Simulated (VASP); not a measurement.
# TiO2 (Anatase) (I4_1/amd) in VASP: settings compared, part 3 of 3

VASP 6.6.1. Earlier steps stand in the parts before.

## 5. Dielectric tensor, LDA

Input file INCAR:

```
SYSTEM = TiO2
ALGO = Normal ; EDIFF = 1E-8
ENCUT = 500 ; ISIF = 2
ISMEAR = 0 ; LASPH = .True.
LCHARG = .False. ; LEPSILON = .True.
LREAL = .False. ; LWAVE = .False.
NELM = 100 ; PREC = Accurate
SIGMA = 0.01
```

Input file KPOINTS:

```
k-points
0
Gamma
  3 3 3
  0 0 0
```

Input file POSCAR:

```
TiO2
1.0
   -1.8921000000      1.8921000000      4.7573000000
    1.8921000000     -1.8921000000      4.7573000000
    1.8921000000      1.8921000000     -4.7573000000
Ti O
2 4
Direct
    0.7500000000      0.2500000000      0.5000000000
    0.0000000000      0.0000000000      0.0000000000
    0.7919000000      0.7919000000      0.0000000000
    0.5419000000      0.0419000000      0.5000000000
    0.9581000000      0.4581000000      0.5000000000
    0.2081000000      0.2081000000      0.0000000000
```

Potentials or basis: VASP PAW LDA potentials, release 64 (Ti_sv, O).

The run is started by

```console
> cat potpaw_LDA.64/Ti_sv/POTCAR potpaw_LDA.64/O/POTCAR > POTCAR
> mpirun -np 1 vasp_std > vasp.out
```

OUTCAR:

```text
SYSTEM = TiO2
   EDIFF = 1E-8
   ENCUT = 500
   ISIF = 2
   ISMEAR = 0
   LASPH = .True.
   LEPSILON = .True.
   LREAL = .False.
   NELM = 100
   PREC = Accurate

 Found      6 irreducible k-points:

 Following reciprocal coordinates:
            Coordinates               Weight
  0.000000  0.000000  0.000000      1.000000
  0.333333  0.000000  0.000000      8.000000
  0.333333  0.333333  0.000000      8.000000
 -0.333333  0.333333  0.000000      4.000000
 -0.333333  0.333333  0.333333      4.000000
 -0.333333 -0.333333  0.333333      2.000000
   k-points           NKPTS =      6   k-points in BZ     NKDIM =      6   number of bands    NBANDS=     28
   number of dos      NEDOS =    301   number of ions     NIONS =      6
   total plane-waves  NPLWV =  64000
   dimension x,y,z NGX =    40 NGY =   40 NGZ =   40
   dimension x,y,z NGXF=    80 NGYF=   80 NGZF=   80
   ions per type =               2   4
   NGX,Y,Z   is equivalent  to a cutoff of  12.18, 12.18, 12.18 a.u.
   NGXF,Y,Z  is equivalent  to a cutoff of  24.37, 24.37, 24.37 a.u.
 SYSTEM =  TiO2
   PREC   = accura    normal or accurate (medium, high low for compatibility)
   ISTART =      0    job   : 0-new  1-cont  2-samecut
   ICHARG =      2    charge: 1-file 2-atom 10-const
   ISPIN  =      1    spin polarized calculation?
   LNONCOLLINEAR =      F non collinear calculations
   LSORBIT =      F    spin-orbit coupling
   LASPH  =      T    aspherical Exc in radial PAW
   ENCUT  =  500.0 eV  36.75 Ry    6.06 a.u.   9.95  9.95  9.95*2*pi/ulx,y,z
   NELM   =    100;   NELMIN=  2; NELMDL= -5     # of ELM steps
   EDIFF  = 0.1E-07   stopping-criterion for ELM
   LREAL  =      F    real-space projection
   EDIFFG = 0.1E-06   stopping-criterion for IOM
   NSW    =      0    number of steps for IOM
   IBRION =     -1    ionic relax: 0-MD 1-quasi-New 2-CG
   NFREE  =      0    steps in history (QN), initial steepest desc. (CG)
   ISIF   =      2    stress and relaxation
   ISYM   =      2    0-nonsym 1-usesym 2-fastsym
   POTIM  = 0.5000    time-step for ionic-motion
   TEBEG  =    0.0;   TEEND  =   0.0 temperature during run
   PSTRESS=    0.0 pullay stress
   NELECT =      48.0000    total number of electrons
   NUPDOWN=      -1.0000    fix difference up-down
   EMIN   =  10.00;   EMAX   =-10.00  energy-range for DOS
   EFERMI =   0.00;   METHOD = LEGACY
   ISMEAR =     0;   SIGMA  =   0.01  broadening in eV -4-tet -1-fermi 0-gaus
   EFERMI_NEDOS =   21; number of points for ismear=-14 and -15
   IALGO  =     38    algorithm
   IMIX   =      4    mixing-type and parameters
     AMIX     =   0.40;   BMIX     =  1.00
     AMIX_MAG =   1.60;   BMIX_MAG =  1.00
  volume/ion in A,a.u.               =      11.35        76.62
  Fermi-wavevector in a.u.,A,eV,Ry     =   1.456752  2.752862 28.873289  2.122127
  Thomas-Fermi vector in A             =   2.573634
   LORBIT       =      0    0 simple, 1 ext, 2 COOP (PROOUT), +10 PAW based schemes
   GGA     = CA    functional components
   LHFCALC =     F    Hartree Fock is set to
   AEXX    =    0.0000 exact exchange contribution
   IVDW    =     0    specifies the selected vdW correction
   LEPSILON=     T    determine dielectric tensor
   LRPA    =     F    only Hartree local field effects (RPA)
 non-spin polarized calculation
 Gauss-broadening in eV      SIGMA  =   0.01
  energy-cutoff  :      500.00
  volume of cell :       68.13
 maximum number of plane-waves:      1744
   NGX = 19   NGY = 19   NGZ = 19

--------------------------------------- Ionic step        1  -------------------------------------------

 number of electron      47.9999993 magnetization

 E-fermi :   3.0582     XC(G=0): -11.3435

[... 206 lines left out ...]
     1.892100000  1.892100000 -4.757300000     0.264256646  0.264256646  0.000000000

 POSITION                                       TOTAL-FORCE (eV/Angst)
 -----------------------------------------------------------------------------------
      0.00000      1.89210      2.37865        -0.000000     -0.000000     -0.000000
      0.00000      0.00000      0.00000        -0.000000     -0.000000     -0.000000
      0.00000      0.00000      7.53461         0.000000     -0.000000      0.007215
      0.00000      1.89210      0.39866        -0.000000      0.000000      0.007215
      0.00000      1.89210      4.35864        -0.000000      0.000000     -0.007215
      0.00000      0.00000      1.97999         0.000000     -0.000000     -0.007215
 -----------------------------------------------------------------------------------
    total drift:                                0.000000      0.000000     -0.000000

  FREE ENERGIE OF THE ION-ELECTRON SYSTEM (eV)
  ---------------------------------------------------
  free  energy   TOTEN  =       -58.8256892174 eV

  energy  without entropy=      -58.8256892174  energy(sigma->0) =      -58.82568922

 HEAD OF MICROSCOPIC STATIC DIELECTRIC TENSOR (INDEPENDENT PARTICLE, excluding Hartree and local field effects)
 ------------------------------------------------------
           7.380896     0.000000     0.000000
           0.000000     7.380896     0.000000
           0.000000     0.000000     6.806762
 ------------------------------------------------------

 Free energy of the ion-electron system (eV)
  ---------------------------------------------------
  ---------------------------------------------------
  free energy    TOTEN  =        -1.19987184 eV

  energy without entropy =       -1.19987184

------------------------ aborting loop because EDIFF is reached ----------------------------------------

--------------------------------------- Ionic step        2  -------------------------------------------

------------------------ aborting loop because EDIFF is reached ----------------------------------------

--------------------------------------- Ionic step        3  -------------------------------------------

 Free energy of the ion-electron system (eV)
  ---------------------------------------------------
  ---------------------------------------------------
  free energy    TOTEN  =        -1.06210829 eV

  energy without entropy =       -1.06210829

------------------------ aborting loop because EDIFF is reached ----------------------------------------

 PIEZOELECTRIC TENSOR FIELD DIRECTION 3  (e Angst)
 -----------------------------------------------------------------------------
    -0.00236  0.00000  0.00000           ( -0.00001  0.00000  0.00000)
     0.00000 -0.00236  0.00000           (  0.00000 -0.00001  0.00000)
     0.00000  0.00000  0.00070           (  0.00000  0.00000 -0.00006)

 PIEZOELECTRIC TENSOR FIELD DIRECTION 3  (C/m^2)
 -----------------------------------------------------------------------------
    -0.00055  0.00000  0.00000
     0.00000 -0.00055  0.00000
     0.00000  0.00000  0.00017

 MACROSCOPIC STATIC DIELECTRIC TENSOR (including local field effects in DFT)
 ------------------------------------------------------
           7.161819     0.000000     0.000000
           0.000000     7.161819     0.000000
           0.000000     0.000000     6.428401
 ------------------------------------------------------

 PIEZOELECTRIC TENSOR (including local field effects)  for field in x, y, z        (e  Angst)
          XX          YY          ZZ          XY          YZ          ZX
  --------------------------------------------------------------------------------
  x     0.00000     0.00000     0.00000     0.00000     0.00000     0.00000
  y     0.00000     0.00000     0.00000     0.00000     0.00000     0.00000
  z     0.00000     0.00000     0.00000     0.00000     0.00000     0.00000

 PIEZOELECTRIC TENSOR (including local field effects)  for field in x, y, z        (C/m^2)
          XX          YY          ZZ          XY          YZ          ZX
  --------------------------------------------------------------------------------
  x     0.00000     0.00000     0.00000     0.00000     0.00000     0.00000
  y     0.00000     0.00000     0.00000     0.00000     0.00000     0.00000
  z     0.00000     0.00000     0.00000     0.00000     0.00000     0.00000

 BORN EFFECTIVE CHARGES (including local field effects) (in |e|, cummulative output)
 ---------------------------------------------------------------------------------
 ion    1
    1     6.64717     0.00000     0.00000
    2     0.00000     6.64717     0.00000
    3     0.00000     0.00000     5.77592
 ion    2
    1     6.64717     0.00000     0.00000
    2     0.00000     6.64717     0.00000
    3     0.00000     0.00000     5.77592
 ion    3
    1    -5.46941     0.00000    -0.00000
    2     0.00000    -1.17776     0.00000
    3     0.00000     0.00000    -2.88796
 ion    4
    1    -1.17776     0.00000    -0.00000
    2     0.00000    -5.46941     0.00000
    3     0.00000     0.00000    -2.88796
 ion    5
    1    -5.46941     0.00000    -0.00000
    2     0.00000    -1.17776     0.00000
    3     0.00000     0.00000    -2.88796
 ion    6
    1    -1.17776     0.00000     0.00000
    2     0.00000    -5.46941     0.00000
    3     0.00000     0.00000    -2.88796
```

OSZICAR:

```text
[... 13 lines left out ...]
RMM:  14    -0.106210832973E+01   -0.10941E-04   -0.15474E-06   681   0.374E-03    0.350E-04
RMM:  15    -0.106210975504E+01   -0.14253E-05   -0.18028E-05   747   0.218E-03    0.427E-04
RMM:  16    -0.106210819761E+01    0.15574E-05   -0.51131E-06   748   0.124E-03    0.218E-04
RMM:  17    -0.106210935503E+01   -0.11574E-05   -0.35068E-06   734   0.795E-04    0.244E-04
RMM:  18    -0.106210868685E+01    0.66819E-06   -0.14683E-06   727   0.629E-04    0.855E-05
RMM:  19    -0.106210845307E+01    0.23378E-06   -0.13494E-06   760   0.421E-04    0.513E-05
RMM:  20    -0.106210854935E+01   -0.96282E-07   -0.78391E-07   683   0.321E-04    0.335E-05
RMM:  21    -0.106210839886E+01    0.15049E-06   -0.14227E-06   591   0.277E-04    0.232E-05
RMM:  22    -0.106210828864E+01    0.11022E-06   -0.60263E-07   592   0.268E-04    0.784E-06
```

Wall time 6.9 min (1 thread of AMD EPYC 7R13 (Zen 3), shared host); peak memory 0.21 GiB.

The run converged, but some of its settings lie outside the range that counts as converged, so its numbers aren't taken as properties of the crystal.

What came out:

```yaml
Band_gap_on_the_k_mesh: 2.11 eV, indirect (least direct gap 2.36 eV)
Electronic_dielectric_tensor_diagonal: 7.16, 7.16, 6.43
Born_charges_mean_of_the_diagonal: Ti +6.36; O -3.18 e
```

Caveat: the k mesh is coarse (spacing up to 0.78 Å⁻¹), so the values aren't converged; an odd mesh through Γ misses points on the zone boundary, where band edges often lie.

## 6. Dielectric tensor, LDA

INCAR, as its differences from that of step 5:

```diff
@@ -2,3 +2,3 @@
 ALGO = Normal ; EDIFF = 1E-8
-ENCUT = 500 ; ISIF = 2
+ENCUT = 250 ; ISIF = 2
 ISMEAR = 0 ; LASPH = .True.
```

Input file KPOINTS:

```
k-points
0
Gamma
  5 5 5
  0 0 0
```

POSCAR is that of step 5.

Potentials or basis: VASP PAW LDA potentials, release 64 (Ti_sv, O).

The run is started by

```console
> cat potpaw_LDA.64/Ti_sv/POTCAR potpaw_LDA.64/O/POTCAR > POTCAR
> mpirun -np 1 vasp_std > vasp.out
```

OUTCAR:

```text
SYSTEM = TiO2
   EDIFF = 1E-8
   ENCUT = 250
   ISIF = 2
   ISMEAR = 0
   LASPH = .True.
   LEPSILON = .True.
   LREAL = .False.
   NELM = 100
   PREC = Accurate

 Found     18 irreducible k-points:

 Following reciprocal coordinates:
            Coordinates               Weight
  0.000000  0.000000  0.000000      1.000000
  0.200000 -0.000000  0.000000      8.000000
  0.400000  0.000000  0.000000      8.000000
  0.200000  0.200000  0.000000      8.000000
  0.400000  0.200000  0.000000     16.000000
 -0.400000  0.200000 -0.000000     16.000000
   k-points           NKPTS =     18   k-points in BZ     NKDIM =     18   number of bands    NBANDS=     28
   number of dos      NEDOS =    301   number of ions     NIONS =      6
   total plane-waves  NPLWV =  21952
   dimension x,y,z NGX =    28 NGY =   28 NGZ =   28
   dimension x,y,z NGXF=    56 NGYF=   56 NGZF=   56
   ions per type =               2   4
   NGX,Y,Z   is equivalent  to a cutoff of   8.53,  8.53,  8.53 a.u.
   NGXF,Y,Z  is equivalent  to a cutoff of  17.06, 17.06, 17.06 a.u.
 SYSTEM =  TiO2
   PREC   = accura    normal or accurate (medium, high low for compatibility)
   ISTART =      0    job   : 0-new  1-cont  2-samecut
   ICHARG =      2    charge: 1-file 2-atom 10-const
   ISPIN  =      1    spin polarized calculation?
   LNONCOLLINEAR =      F non collinear calculations
   LSORBIT =      F    spin-orbit coupling
   LASPH  =      T    aspherical Exc in radial PAW
   ENCUT  =  250.0 eV  18.37 Ry    4.29 a.u.   7.04  7.04  7.04*2*pi/ulx,y,z
   NELM   =    100;   NELMIN=  2; NELMDL= -5     # of ELM steps
   EDIFF  = 0.1E-07   stopping-criterion for ELM
   LREAL  =      F    real-space projection
   EDIFFG = 0.1E-06   stopping-criterion for IOM
   NSW    =      0    number of steps for IOM
   IBRION =     -1    ionic relax: 0-MD 1-quasi-New 2-CG
   NFREE  =      0    steps in history (QN), initial steepest desc. (CG)
   ISIF   =      2    stress and relaxation
   ISYM   =      2    0-nonsym 1-usesym 2-fastsym
   POTIM  = 0.5000    time-step for ionic-motion
   TEBEG  =    0.0;   TEEND  =   0.0 temperature during run
   PSTRESS=    0.0 pullay stress
   NELECT =      48.0000    total number of electrons
   NUPDOWN=      -1.0000    fix difference up-down
   EMIN   =  10.00;   EMAX   =-10.00  energy-range for DOS
   EFERMI =   0.00;   METHOD = LEGACY
   ISMEAR =     0;   SIGMA  =   0.01  broadening in eV -4-tet -1-fermi 0-gaus
[... 272 lines left out ...]
--------------------------------------- Ionic step        2  -------------------------------------------

------------------------ aborting loop because EDIFF is reached ----------------------------------------

--------------------------------------- Ionic step        3  -------------------------------------------

 Free energy of the ion-electron system (eV)
  ---------------------------------------------------
  ---------------------------------------------------
  free energy    TOTEN  =        -1.03562528 eV

  energy without entropy =       -1.03562528

------------------------ aborting loop because EDIFF is reached ----------------------------------------

 PIEZOELECTRIC TENSOR FIELD DIRECTION 3  (e Angst)
 -----------------------------------------------------------------------------
    -0.00029  0.00000  0.00000           ( -0.00001  0.00000  0.00000)
     0.00000 -0.00029  0.00000           (  0.00000 -0.00001  0.00000)
     0.00000  0.00000 -0.00170           (  0.00000  0.00000 -0.00002)

 PIEZOELECTRIC TENSOR FIELD DIRECTION 3  (C/m^2)
 -----------------------------------------------------------------------------
    -0.00007  0.00000  0.00000
     0.00000 -0.00007  0.00000
     0.00000  0.00000 -0.00040

 MACROSCOPIC STATIC DIELECTRIC TENSOR (including local field effects in DFT)
 ------------------------------------------------------
           6.909720     0.000000     0.000000
           0.000000     6.909720     0.000000
           0.000000     0.000000     6.296452
 ------------------------------------------------------

 PIEZOELECTRIC TENSOR (including local field effects)  for field in x, y, z        (e  Angst)
          XX          YY          ZZ          XY          YZ          ZX
  --------------------------------------------------------------------------------
  x     0.00000     0.00000     0.00000     0.00000     0.00000     0.00000
  y     0.00000     0.00000     0.00000     0.00000     0.00000     0.00000
  z     0.00000     0.00000     0.00000     0.00000     0.00000     0.00000

 PIEZOELECTRIC TENSOR (including local field effects)  for field in x, y, z        (C/m^2)
          XX          YY          ZZ          XY          YZ          ZX
  --------------------------------------------------------------------------------
  x     0.00000     0.00000     0.00000     0.00000     0.00000     0.00000
  y     0.00000     0.00000     0.00000     0.00000     0.00000     0.00000
  z     0.00000     0.00000     0.00000     0.00000     0.00000     0.00000

 BORN EFFECTIVE CHARGES (including local field effects) (in |e|, cummulative output)
 ---------------------------------------------------------------------------------
 ion    1
    1     6.57808    -0.00000     0.00000
    2     0.00000     6.57808     0.00000
    3     0.00000     0.00000     5.83624
 ion    2
    1     6.57808    -0.00000     0.00000
    2     0.00000     6.57808     0.00000
    3     0.00000     0.00000     5.83624
 ion    3
    1    -5.51083     0.00000    -0.00000
    2     0.00000    -1.06726    -0.00000
    3    -0.00000     0.00000    -2.91812
 ion    4
    1    -1.06726     0.00000     0.00000
    2    -0.00000    -5.51083     0.00000
    3    -0.00000     0.00000    -2.91812
 ion    5
    1    -5.51083     0.00000     0.00000
    2     0.00000    -1.06726     0.00000
    3     0.00000     0.00000    -2.91812
 ion    6
    1    -1.06726    -0.00000     0.00000
    2     0.00000    -5.51083     0.00000
    3     0.00000     0.00000    -2.91812
```

stdout:

```text
POSCAR found type information on POSCAR TiO
 POSCAR found :  2 types and       6 ions
 scaLAPACK will be used
 LDA part: xc-table for (Slater(with rela. corr.)+CA(PZ))
 , standard interpolation
 POSCAR, INCAR and KPOINTS ok, starting setup
 FFT: planning ... GRIDC
 FFT: planning ... GRID_SOFT
 FFT: planning ... GRID
 WAVECAR not read
 entering main loop
 Linear response reoptimize wavefunctions to high precision
 Linear response G [H, r] |phi>, progress :
  Direction:   1
 Linear response G [H, r] |phi>, progress :
  Direction:   2
 Linear response G [H, r] |phi>, progress :
  Direction:   3
 Linear response to external field (no local field effect), progress :
  Direction:   1
 dielectric tensor                  component  1 :     7.504    -0.146    -0.102
 Linear response to external field (no local field effect), progress :
  Direction:   2
 dielectric tensor                  component  2 :    -0.146     6.747    -0.065
 Linear response to external field (no local field effect), progress :
  Direction:   3
 dielectric tensor                  component  3 :    -0.102    -0.065     6.687
 Linear response to external field, progress :
  Direction:   1
 dielectric tensor                  component  1 :     6.910    -0.102    -0.084
 Linear response to external field, progress :
  Direction:   2
 dielectric tensor                  component  2 :    -0.102     6.910    -0.002
 Linear response to external field, progress :
  Direction:   3
 dielectric tensor                  component  3 :    -0.101    -0.062     6.296
 Born effective charges drift removed
```

Wall time 7.8 min (1 thread of AMD EPYC 7R13 (Zen 3), shared host); peak memory 0.15 GiB.

The run converged, but a check on its numbers failed (symmetry, net force, bounds or a known fault of this set-up), so they aren't taken as properties of the crystal.

Caveat: the k mesh is coarse (spacing up to 0.47 Å⁻¹), so the values aren't converged; the cutoff lies under the usual one of these potentials, so the numbers hold a large basis-set error; an odd mesh through Γ misses points on the zone boundary, where band edges often lie.

## 7. For comparison

An earlier run on the cell as given: functional PBEsol; potentials or basis VASP PAW PBE potentials, release 64 (Ti_sv, O); cutoff 520 eV; k mesh 10 × 10 × 10; occupations fermi-dirac, width 0.05 eV; no spin polarisation.

- Pressure: -0.4 GPa
- Largest force: 0.012 eV/Å
- Band gap on the k mesh: 2.06 eV, indirect (least direct gap 2.40 eV)
